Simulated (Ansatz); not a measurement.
The system is EuS.

```
Eu S
1.0
     0.00000    2.97850    2.97850
     2.97850    0.00000    2.97850
     2.97850    2.97850    0.00000
Eu S
1 1
Direct
  0.00000 0.00000 0.00000
  0.50000 0.50000 0.50000
```

Program: Ansatz 0.2.0. Alike in all runs: potentials or basis all-electron LAPW, scalar-relativistic; spin collinear, ferromagnetic start; cell as given; cutoff (eV) 207; smearing fermi-dirac 0.05 eV; basis error allowed 0.001 eV/atom.

Problem. Order these runs on this cell by their pressure, lowest first.
A. level PBEsol+U; U Eu f U = 8 eV; k mesh 8 × 8 × 8
B. level PBEsol; k mesh 6 × 6 × 6
C. level PBEsol+U; U Eu f U = 2 eV; k mesh 8 × 8 × 8

Solution. B (-5.4 GPa), C (-3.9 GPa), A (-1.6 GPa).

Caveats: an open f shell can end in a state above the lowest; a cell with one magnetic atom can't hold antiferromagnetic order, which such compounds often take; the magnetic state may not be the lowest (some runs); U is the effective U less J, on atomic orbitals that reach past the spheres (some runs); the k mesh is thin for a metal, which can move the energy by tens of meV per atom (some runs).

Runs at the PBE level aren't shown here.
